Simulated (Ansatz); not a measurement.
Hf$_{2}$S: pressure against volume

Hf$_{2}$S, P6_3/mmc, a = 3.381 Å, c = 11.741 Å. The structure is a Materials Project entry; whether it is the stable form wasn't checked. Ansatz: r2SCAN, PAW, 500 eV, Γ-centred 12×12×4 mesh on 6 atoms, Gaussian smearing 0.10 eV; no spin polarisation. Shape and atoms are relaxed at each volume; pressure is positive in compression.

| V (Å³/atom) | P (GPa) |
| --- | --- |
| 18.214 | ? |
| 18.796 | 4.47 |
| 19.377 | 0.00 |
| 19.958 | -3.85 |
| 20.539 | -7.15 |

Question: Take V0 = 19.377 Å³/atom, fit the third-order Birch–Murnaghan form to the other rows, and predict the missing pressure.

Answer: With the Eulerian strain f = ½[(V0/V)^(2/3) − 1] and y = P/[3f(1 + 2f)^(5/2)], the form is the line y = B0 + 1.5 B0 (B0′ − 4) f. Rows (f, y): 0.01025, 138.2; -0.00975, 138.3; -0.01904, 137.9. Means f = -0.006180, y = 138.13; Σ(Δf)² = 0.0004481, ΣΔfΔy = 0.003501; the slope is their ratio. y = 138.2 + 7.814 f GPa, so B0 = 138.2 GPa and B0′ = 4 + 2 × (7.814)/(3 × 138.2) = 4.04. At V = 18.214, f = 0.02106, y = 138.36 and P = 9.69 GPa. The run gave 9.65 GPa, so the fit is 0.04 GPa too high, a small miss on the scale of the series. The form still works here, 33 % of the fitted range beyond its end.

Spin–orbit coupling is left out, which can shift energies with elements as heavy as these.